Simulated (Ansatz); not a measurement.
SiC: a film clamped to a substrate

These are results of DFT r2SCAN, scalar-relativistic, plane waves, PAW in Ansatz 0.2.0, not measurements. The runs took a 500 eV cutoff, a Γ-centred 12×12×4 mesh and Gaussian smearing (0.05 eV). No spin polarisation. Energies are free energies at this smearing, counted from the undisturbed cell; pressure is positive in compression.

The starting cell (relaxed at this level):

```yaml
crystal:
  lattice:
    - [3.07756, 0.00000, 0.00000]
    - [-1.53878, 2.66524, 0.00000]
    - [0.00000, 0.00000, 10.07677]
  atoms:
    - { symbol: Si, position: [0.66667, 0.33333, 0.93784] }
    - { symbol: Si, position: [0.33333, 0.66667, 0.43784] }
    - { symbol: Si, position: [0.00000, 0.00000, 0.68789] }
    - { symbol: Si, position: [0.00000, 0.00000, 0.18789] }
    - { symbol: C, position: [0.66667, 0.33333, 0.74980] }
    - { symbol: C, position: [0.33333, 0.66667, 0.24980] }
    - { symbol: C, position: [0.00000, 0.00000, 0.50046] }
    - { symbol: C, position: [0.00000, 0.00000, 0.00046] }
```

The cell (8 atoms, V0 = 82.65 Å³) is strained by p along both x and y and by q along z, fractional coordinates fixed. τp = (1/V0) ∂E/∂p = (σxx + σyy)(1 + p)(1 + q) and τq = (1/V0) ∂E/∂q = σzz(1 + p)², with tension positive.

```csv
p,q,ΔE (meV/atom),τp (GPa),τq (GPa)
0.000,0.000,0.00,-0.01,0.01
-0.040,0.000,75.10,-61.42,-3.18
0.040,0.000,60.39,44.33,2.44
0.000,-0.040,34.71,-3.06,-28.35
0.000,0.040,28.35,2.49,20.89
```

Task: Get the second derivatives of the energy density.

Result: Central differences give A = ∂τp/∂p = 1322 GPa (C11 + C22 + 2 C12), C = ∂τq/∂q = 615 GPa (C33) and the cross term B = ∂τq/∂p = 70 GPa (C13 + C23); ∂τp/∂q = 69 GPa must equal B, and any difference shows higher-order terms. Steps this large leave an error of some per cent of A or C in all of these, which can swamp a small B. The ions are clamped.

Task: A film of this crystal grows with z along the normal on a substrate that imposes p. How does its thickness respond, and what does the misfit cost?

Result: Count p and q from the stress-free cell. A free surface needs τq = 0, so q = −(B/C) p = -0.11 p. The energy density left is (A − B²/C) p²/2 = M p², with the biaxial modulus M = 657 GPa; a misfit of 1 % costs 4.24 meV/atom, against 4.26 meV/atom if the thickness were held.

At p = -0.080 the energies along q are 534.4 (q = -0.080), 390.9 (q = -0.040), 335.6 (q = 0.000), 345.6 (q = 0.040), 404.1 (q = 0.080) meV/atom.

Task: Does the linear rule hold at this misfit?

Result: A parabola through the lowest point and its neighbours has its minimum at q = 0.014, 331.6 meV/atom. With the stress left in the starting cell, τp0 and τq0, linear elasticity gives q = −(τq0 + Bp)/C = 0.009 and E = V0(τp0 p + τq0 q + Ap²/2 + Bpq + Cq²/2)/N = 271.2 meV/atom. The energies differ by more than a tenth, so the quadratic law fails here: the gap holds the anharmonic part, with some error from the wide steps. Cubic terms also shift the vertex of so wide a parabola.

Forces appear on the atoms along this scan, and letting them relax would lower the energy and soften the response.

Cost: 21 runs of about 7.3 core-minutes in all, on Intel Xeon Platinum 8375C (Ice Lake) (shared hosts).

Silicon carbide resists in-plane misfit strongly and gains little by changing its thickness: freeing the normal direction lowers the cost of a 1 % misfit only from 4.26 to 4.24 meV/atom. The stiffness comes from short, strong sp3 Si–C bonds, whose directionality makes bending the bond angles costly too and so keeps the coupling between in-plane and normal strain weak. That coupling is nevertheless smaller than is known for hexagonal SiC, probably because the silicon and carbon layers can't shift against each other along z, which would trade bond stretching for angle bending. The real film should therefore change its thickness more than the linear rule says.

Compression costs more than equal tension along both strain directions, since the repulsion between neighbouring atoms rises steeply as bonds shorten. The same asymmetry explains why the energy at p = -0.080 lies above the harmonic estimate. These energies give the elastic price of a coherent film, but not the thickness at which misfit dislocations become favourable.
